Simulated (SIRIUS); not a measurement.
TePb, 2 atoms in the cell. Symmetry: Fm-3m, No. 225, cubic system. The conventional cell has a = 6.462 Å, b = 6.462 Å, c = 6.462 Å, α = 90.00°, β = 90.00°, γ = 90.00°. Around Pb (site symmetry m-3m) lie 6 Te at 3.23 Å. Te (site symmetry m-3m) is surrounded by 6 Pb at 3.23 Å. 

* Program: SIRIUS 7.12.0
* Task: single point
* Functional: LDA
* Potentials or basis: PseudoDojo 0.4.1 PBE standard (scalar relativistic)
* Cutoff: 1102 eV
* Density cutoff: 4408 eV
* k mesh: 6 × 6 × 6
* Occupations: fermi-dirac, width 0.05 eV
* Spin: no spin polarisation
* Libxc names: ["XC_LDA_X", "XC_LDA_C_PW"]
* Energy tol: 1e-08 Ha
* Density tol: 1e-06
* Mixer: anderson
* Mixing beta: 0.7
* Max scf: 100
* Radial cutoff for the potentials' integrals: 6.5 bohr

Potentials or basis: PseudoDojo 0.4.1 PBE standard (scalar relativistic).

The run is started by

```bash
$ upf_to_json Te.upf
$ upf_to_json Pb.upf
$ OMP_NUM_THREADS=1 sirius.scf --input=sirius.json --output=out.json --task=0
```

Hardware: 1 thread of Intel(R) Xeon(R) 6975P-C (Granite Rapids) (shared host).

How long does it take, and how much memory?

It took 32 s on 1 thread of Intel(R) Xeon(R) 6975P-C (Granite Rapids), with other jobs on the host, peak memory 0.33 GiB. Counts: scf iterations 12, k points 16, plane waves 5601, bands 23.
